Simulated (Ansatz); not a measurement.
Crystal: MoS2.

```
Mo S
1.0
     1.58150    0.91308    6.12333
    -1.58150    0.91308    6.12333
     0.00000   -1.82616    6.12333
Mo S
1 2
Direct
  0.00000 0.00000 0.00000
  0.74840 0.74840 0.74840
  0.58490 0.58490 0.58490
```

Measurements of this composition are mostly on another form, of space group No. 194.

```yaml
Program: Ansatz 0.2.0
Task: single point
Functional: PBE
Potentials_or_basis: all-electron LAPW, scalar-relativistic
Cutoff: 272 eV (chosen from the basis error)
Basis_error_allowed: 0.001 eV/atom
k_mesh: 10 × 10 × 10
Occupations: fermi-dirac, width 0.05 eV
Spin: no spin polarisation
```

On this cell: pressure 9.3 GPa; largest force 1.292 eV/Å; band gap on the k mesh 0.80 eV, indirect (least direct gap 1.92 eV).

The same run follows on a disturbed copy (atoms moved at random, drawn with an rms of 0.05 Å):

```
Mo S
1.0
     1.58150    0.91308    6.12333
    -1.58150    0.91308    6.12333
     0.00000   -1.82616    6.12333
Mo S
1 2
Direct
  0.99708 0.99410 0.01465
  0.74316 0.76890 0.73311
  0.58624 0.59936 0.57427
```

Question: What does the disturbed cell give?

Answer: The energy moves by +44.9 meV/atom; pressure 11.6 GPa; largest force 2.400 eV/Å; band gap on the k mesh 0.68 eV, indirect (least direct gap 1.47 eV).

Forces in eV/Å, atoms in the order of the input:
```
Mo  -0.818  1.770 -0.753
S    0.520 -0.970  2.133
S    0.297 -0.800 -1.380
```

Stress tensor (GPa, compression positive):
```
 6.36  1.16  0.92
 1.16 10.81 -0.64
 0.92 -0.64 17.77
```

Caveats: forces of over 1 eV/Å show positions far from the minimum, so gaps and moduli don't describe the material at rest (some runs).

A k mesh can miss the band edges.
